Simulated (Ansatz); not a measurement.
Input of an Ansatz 0.2.0 run:

Contents of input.yaml:

```yaml
crystal:
  lattice:
    - [-1.8713408863, 1.8713408863, 1.8713408863]
    - [1.8713408863, -1.8713408863, 1.8713408863]
    - [1.8713408863, 1.8713408863, -1.8713408863]
  atoms:
    - { symbol: Sb, position: [0.0, 0.0, 0.0] }
hamiltonian:
  xc: pbe
  pseudopotentials: { kind: paw }
kpoints:
  mp_grid: { grid: [10, 10, 10] }
scf:
  occupations: { method: gaussian, width: 0.019 }
output:
  forces: true
  stress: true
  eigenvalues: true
```

Potentials or basis: Ansatz PAW.

Launch:

```console
$ ansatz run input.yaml --threads 2 --pin off --max-ram 5632MiB --backend cpu --events-out ev --progress --plain --runs-dir out
```

Question: Estimate the band gap on the k mesh.

Answer: None (metal or under the smearing width).

Question: What does it give for the pressure?

Answer: 3.1 GPa.

Spin-orbit coupling is left out, which matters for the levels of Sb.
